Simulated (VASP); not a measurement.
# Cs (P6_3/mmc) in VASP: single point with PBEsol

Aim: the single point of Cs with PBEsol.

Program: VASP 6.6.1. These are calculated values, not measurements. Logs are shortened: lines on timing, memory, paths and dates and some standing lists are left out, and cuts for length are marked.

### 1 Starting point

The structure is hexagonal, space group P6_3/mmc (No. 194). Conventional cell: a = 5.566 Å, b = 5.566 Å, c = 9.258 Å, α = 90.00°, β = 90.00°, γ = 120.00°.

This isn't the form of Cs at room conditions, which is bcc.

### 2 Single point, PBEsol

The input, INCAR:

```
ALGO = Fast
EDIFF = 1E-6
ENCUT = 520
GGA = PS
ISIF = 2
ISMEAR = 0
LASPH = T
LCHARG = F
LREAL = F
LWAVE = F
NBANDS = 16
NELM = 100
PREC = Accurate
SIGMA = 0.15
```

The input, KPOINTS:

```
k-points
0
Gamma
  12 12 6
```

The input, POSCAR:

```
Cs
1.0
    5.5663060538      0.0000000000      0.0000000000
   -2.7831530269      4.8205624479      0.0000000000
    0.0000000000      0.0000000000      9.2584789600
Cs
2
Direct
    0.3333333333      0.6666666667      0.2500000000
    0.6666666667      0.3333333333      0.7500000000
```

Potentials or basis: VASP PAW PBE potentials, release 64 (Cs_sv).

Started as:

```console
> cat potpaw_PBE.64/Cs_sv/POTCAR > POTCAR
> mpirun -np 1 vasp_std > vasp.out
```

OUTCAR:

```text
EDIFF = 1E-6
   ENCUT = 520
   GGA = PS
   ISIF = 2
   ISMEAR = 0
   LASPH = T
   LREAL = F
   NELM = 100
   PREC = Accurate

 ion  position               nearest neighbor table
   1  0.333  0.667  0.250-
   2  0.667  0.333  0.750-

  LATTYP: Found a hexagonal cell.
 ALAT       =     5.5663060538
 C/A-ratio  =     1.6633075635

  Lattice vectors:

 A1 = (   5.5663060538,   0.0000000000,   0.0000000000)
 A2 = (  -2.7831530269,   4.8205624479,   0.0000000000)
 A3 = (   0.0000000000,   0.0000000000,   9.2584789600)

Analysis of symmetry for initial positions (statically):
=====================================================================
 Subroutine PRICEL returns:
 Original cell was already a primitive cell.

 Routine SETGRP: Setting up the symmetry group for a
 hexagonal supercell.

 Subroutine GETGRP returns: Found 24 space group operations
 (whereof 12 operations were pure point group operations)
 out of a pool of 24 trial point group operations.

The static configuration has the point symmetry D_3d.
 The point group associated with its full space group is D_6h.

Analysis of symmetry for dynamics (positions and initial velocities):
=====================================================================
 Subroutine PRICEL returns:
 Original cell was already a primitive cell.

 Routine SETGRP: Setting up the symmetry group for a
 hexagonal supercell.

 Subroutine GETGRP returns: Found 24 space group operations
 (whereof 12 operations were pure point group operations)
 out of a pool of 24 trial point group operations.

The dynamic configuration has the point symmetry D_3d.
 The point group associated with its full space group is D_6h.

 Subroutine INISYM returns: Found 24 space group operations
 (whereof 12 operations are pure point group operations),
 and found     1 'primitive' translations

----------------------------------------------------------------------------------------

                                     Primitive cell

  volume of cell :     248.4302

  direct lattice vectors                    reciprocal lattice vectors
     5.566306054  0.000000000  0.000000000     0.179652357  0.103722336  0.000000000
    -2.783153027  4.820562448  0.000000000     0.000000000  0.207444673  0.000000000
     0.000000000  0.000000000  9.258478960     0.000000000  0.000000000  0.108009102

  length of vectors
     5.566306054  5.566306054  9.258478960     0.207444673  0.207444673  0.108009102

  position of ions in fractional coordinates (direct lattice)
     0.333333333  0.666666667  0.250000000
     0.666666667  0.333333333  0.750000000

  ion indices of the primitive-cell ions
   primitive index   ion index
                 1           1
                 2           2

----------------------------------------------------------------------------------------

 KPOINTS: k-points

Automatic generation of k-mesh.
 Grid dimensions read from file:
 generate k-points for:   12   12    6

 Generating k-lattice:

  Cartesian coordinates                     Fractional coordinates (reciprocal lattice)
     0.014971030  0.008643528  0.000000000     0.083333333  0.000000000  0.000000000
     0.000000000  0.017287056  0.000000000     0.000000000  0.083333333  0.000000000
     0.000000000  0.000000000  0.018001517     0.000000000  0.000000000  0.166666667

  Length of vectors
     0.017287056  0.017287056  0.018001517

  Shift w.r.t. Gamma in fractional coordinates (k-lattice)
     0.000000000  0.000000000  0.000000000

 Subroutine IBZKPT returns following result:
 ===========================================

 Found     76 irreducible k-points:

 Following reciprocal coordinates:
            Coordinates               Weight
  0.000000  0.000000  0.000000      1.000000
  0.083333  0.000000  0.000000      6.000000
  0.166667  0.000000  0.000000      6.000000
  0.250000 -0.000000  0.000000      6.000000
  0.333333  0.000000  0.000000      6.000000
  0.416667  0.000000  0.000000      6.000000
[... 16 lines left out ...]
  0.250000 -0.000000  0.166667     12.000000
  0.333333  0.000000  0.166667     12.000000
 [... further k-points ...]
   k-points           NKPTS =     76   k-points in BZ     NKDIM =     76   number of bands    NBANDS=     16
   number of dos      NEDOS =    301   number of ions     NIONS =      2
   total plane-waves  NPLWV = 123480
   dimension x,y,z NGX =    42 NGY =   42 NGZ =   70
   dimension x,y,z NGXF=    84 NGYF=   84 NGZF=  140
   ions per type =               2
   NGX,Y,Z   is equivalent  to a cutoff of  12.54, 12.54, 12.57 a.u.
   NGXF,Y,Z  is equivalent  to a cutoff of  25.09, 25.09, 25.14 a.u.
 SYSTEM =  unknown system
   PREC   = accura    normal or accurate (medium, high low for compatibility)
   ISTART =      0    job   : 0-new  1-cont  2-samecut
   ICHARG =      2    charge: 1-file 2-atom 10-const
   ISPIN  =      1    spin polarized calculation?
   LNONCOLLINEAR =      F non collinear calculations
   LSORBIT =      F    spin-orbit coupling
   LASPH  =      T    aspherical Exc in radial PAW
   ENCUT  =  520.0 eV  38.22 Ry    6.18 a.u.  10.35 10.35 17.21*2*pi/ulx,y,z
   NELM   =    100;   NELMIN=  2; NELMDL= -5     # of ELM steps
   EDIFF  = 0.1E-05   stopping-criterion for ELM
   LREAL  =      F    real-space projection
   EDIFFG = 0.1E-04   stopping-criterion for IOM
   NSW    =      0    number of steps for IOM
   IBRION =     -1    ionic relax: 0-MD 1-quasi-New 2-CG
   NFREE  =      0    steps in history (QN), initial steepest desc. (CG)
   ISIF   =      2    stress and relaxation
   ISYM   =      2    0-nonsym 1-usesym 2-fastsym
   POTIM  = 0.5000    time-step for ionic-motion
   TEBEG  =    0.0;   TEEND  =   0.0 temperature during run
   PSTRESS=    0.0 pullay stress
   NELECT =      18.0000    total number of electrons
   NUPDOWN=      -1.0000    fix difference up-down
   EMIN   =  10.00;   EMAX   =-10.00  energy-range for DOS
   EFERMI =   0.00;   METHOD = LEGACY
   ISMEAR =     0;   SIGMA  =   0.15  broadening in eV -4-tet -1-fermi 0-gaus
   EFERMI_NEDOS =   21; number of points for ismear=-14 and -15
   IALGO  =     68    algorithm
   IMIX   =      4    mixing-type and parameters
     AMIX     =   0.40;   BMIX     =  1.00
     AMIX_MAG =   1.60;   BMIX_MAG =  1.00
  volume/ion in A,a.u.               =     124.22       838.24
  Fermi-wavevector in a.u.,A,eV,Ry     =   0.682492  1.289723  6.337529  0.465795
  Thomas-Fermi vector in A             =   1.761581
   LORBIT       =      0    0 simple, 1 ext, 2 COOP (PROOUT), +10 PAW based schemes
   GGA     = PS    functional components
   LHFCALC =     F    Hartree Fock is set to
   AEXX    =    0.0000 exact exchange contribution
   IVDW    =     0    specifies the selected vdW correction
   LEPSILON=     F    determine dielectric tensor
   LRPA    =     F    only Hartree local field effects (RPA)
 non-spin polarized calculation
 RMM-DIIS sequential band-by-band and
 Gauss-broadening in eV      SIGMA  =   0.15
  energy-cutoff  :      520.00
  volume of cell :      248.43
 maximum number of plane-waves:      6723
 NGX is ok and might be reduce to    42
   NGX = 21   NGY = 21   NGZ = 35

 number of electron      18.0000000 magnetization

 Free energy of the ion-electron system (eV)
  ---------------------------------------------------
  ext. energy  EPLUGINS =         0.00000000
  ---------------------------------------------------
  free energy    TOTEN  =        -1.87735743 eV

  energy without entropy =       -1.84859064  energy(sigma->0) =       -1.86297403

 E-fermi :   0.1902     XC(G=0):  -5.2792

 val. band max:        0.1855810508   @ k =   0.2500   0.2500   0.3333
 cond. band min:       0.1949706426   @ k =   0.5000  -0.0000   0.0000
 fundamental gap:      0.0093895919
 Fermi energy:         0.1901906845

 k-point     1 :       0.0000    0.0000    0.0000
  band No.  band energies     occupation
      1     -23.6956      2.00000
      2     -23.6918      2.00000
      3     -10.5270      2.00000
      4     -10.4386      2.00000
      5     -10.4386      2.00000
      6     -10.4279      2.00000
[... 8 lines left out ...]
     15       2.8514      0.00000
     16       2.8514      0.00000

 k-point     2 :       0.0833    0.0000    0.0000
  band No.  band energies     occupation
      1     -23.6954      2.00000
      2     -23.6917      2.00000
      3     -10.5247      2.00000
      4     -10.4442      2.00000
      5     -10.4403      2.00000
      6     -10.4314      2.00000
[... 8 lines left out ...]
     15       2.7249      0.00000
     16       2.9163      0.00000

 k-point     3 :       0.1667    0.0000    0.0000
  band No.  band energies     occupation
      1     -23.6946      2.00000
      2     -23.6913      2.00000
      3     -10.5182      2.00000
      4     -10.4597      2.00000
      5     -10.4472      2.00000
      6     -10.4450      2.00000
[... 8 lines left out ...]
     15       2.8084      0.00000
     16       2.8278      0.00000

 k-point     4 :       0.2500   -0.0000    0.0000
  band No.  band energies     occupation
      1     -23.6936      2.00000
      2     -23.6908      2.00000
      3     -10.5085      2.00000
      4     -10.4810      2.00000
      5     -10.4683      2.00000
      6     -10.4512      2.00000
[... 8 lines left out ...]
     15       2.7916      0.00000
     16       3.0445      0.00000
[... 324 lines left out ...]
 k-point    22 :       0.1667    0.0000    0.1667
  band No.  band energies     occupation
      1     -23.6944      2.00000
      2     -23.6915      2.00000
      3     -10.5133      2.00000
      4     -10.4582      2.00000
      5     -10.4511      2.00000
      6     -10.4439      2.00000
[... 8 lines left out ...]
     15       2.7445      0.00000
     16       2.9465      0.00000

 k-point    23 :       0.2500   -0.0000    0.1667
  band No.  band energies     occupation
      1     -23.6934      2.00000
      2     -23.6910      2.00000
      3     -10.5069      2.00000
      4     -10.4776      2.00000
      5     -10.4712      2.00000
      6     -10.4500      2.00000
[... 8 lines left out ...]
     15       2.7890      0.00000
     16       3.0565      0.00000

 k-point    24 :       0.3333    0.0000    0.1667
  band No.  band energies     occupation
      1     -23.6924      2.00000
      2     -23.6905      2.00000
      3     -10.5093      2.00000
      4     -10.4937      2.00000
      5     -10.4844      2.00000
      6     -10.4559      2.00000
[... 8 lines left out ...]
     15       2.6803      0.00000
     16       3.2301      0.00000

 [... further k-points ...]

------------------------ aborting loop because EDIFF is reached ----------------------------------------

  FORCE on cell =-STRESS in cart. coord.  units (eV):
  Direction    XX          YY          ZZ          XY          YZ          ZX
  --------------------------------------------------------------------------------------
  -------------------------------------------------------------------------------------
  Total       -0.3114744     -0.3114744     -0.3945396      0.0000000     -0.0000000      0.0000000
  in kB       -2.0087621     -2.0087621     -2.5444669      0.0000000     -0.0000000      0.0000000
  external PRESSURE =      -2.1873303 kB  Pullay stress =       0.0000000 kB

 VOLUME and BASIS-vectors are now :
 -----------------------------------------------------------------------------
  energy-cutoff  :      520.00
  volume of cell :      248.43
      direct lattice vectors                 reciprocal lattice vectors
     5.566306054  0.000000000  0.000000000     0.179652357  0.103722336  0.000000000
    -2.783153027  4.820562448  0.000000000     0.000000000  0.207444673  0.000000000
     0.000000000  0.000000000  9.258478960     0.000000000  0.000000000  0.108009102

 POSITION                                       TOTAL-FORCE (eV/Angst)
 -----------------------------------------------------------------------------------
     -0.00000      3.21371      2.31462        -0.000000      0.000000      0.000000
      2.78315      1.60685      6.94386         0.000000      0.000000      0.000000
 -----------------------------------------------------------------------------------
    total drift:                               -0.000000      0.000000     -0.000000

  FREE ENERGIE OF THE ION-ELECTRON SYSTEM (eV)
  ---------------------------------------------------
  free  energy   TOTEN  =        -1.8773574253 eV

  energy  without entropy=       -1.8485906374  energy(sigma->0) =       -1.86297403
```

Run time: 4.6 min. Hardware: 1 thread of Intel Xeon Platinum 8259CL at 2.50GHz (Skylake/Cascade Lake), shared host; peak memory 0.48 GiB.

Results:

```
Free energy            : -1.8774 eV
Pressure               : -0.2 GPa
Band gap on the k mesh : none (metal or under the smearing width)
```

Levels at points of the mesh, in eV from the Fermi level:
```
           k point  band 6  band 7  band 8  band 9  band 10  band 11  band 12  band 13
(0.00, 0.00, 0.00)  -10.62  -10.62  -10.62   -1.60    -0.04     0.66     2.33     2.38
(0.50, 0.00, 0.00)  -10.65  -10.64  -10.63    0.00     0.34     0.82     1.00     1.57
(0.00, 0.00, 0.50)  -10.62  -10.62  -10.62   -1.04    -1.04     1.58     1.58     2.40
(0.50, 0.00, 0.50)  -10.64  -10.64  -10.64    0.21     0.21     0.87     0.87     1.66
```

Caveat: the PAW data sets were made with another functional, which shifts forces and pressure a little. Spin-orbit coupling is left out, which matters for the levels of Cs.
